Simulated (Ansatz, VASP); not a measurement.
## One calculation of HfO2, two programs

```
CELL_PARAMETERS angstrom
0.00000 2.53671 2.53671
2.53671 0.00000 2.53671
2.53671 2.53671 0.00000
ATOMIC_POSITIONS crystal
Hf 0.00000 0.00000 0.00000
O 0.25000 0.25000 0.25000
O 0.75000 0.75000 0.75000
```

Alike in both runs: functional PBE; dispersion D3(BJ); k mesh 8 × 8 × 8; occupations gaussian, width 0.02 eV; no spin polarisation.

Ansatz relaxed the structure, and its values are those at the end. VASP's run is a single point on that final structure, the one shown.

```csv
,VASP,Ansatz
version,VASP 6.6.1,Ansatz 0.2.0
potentials or method,"VASP PAW PBE potentials, release 64 (Hf_pv, O)","scalar-relativistic, plane waves, PAW"
plane-wave cutoff (eV),520,420
valence electrons in the cell,22,38
```

|  | VASP | Ansatz | Ansatz less VASP |
| --- | --- | --- | --- |
| gap on the k mesh at the Fermi level (eV) | 3.80 | 3.78 | -0.013 |
| least direct gap on the mesh (eV) | 3.80 | 3.78 | -0.013 |
| pressure (GPa) | -3.9 | 0.0 | +3.85 |

The two sets of potentials don't hold the same shells in valence.

Caveats: spin-orbit coupling is left out, which moves the levels of the heavy elements. A k mesh can miss the band edges.
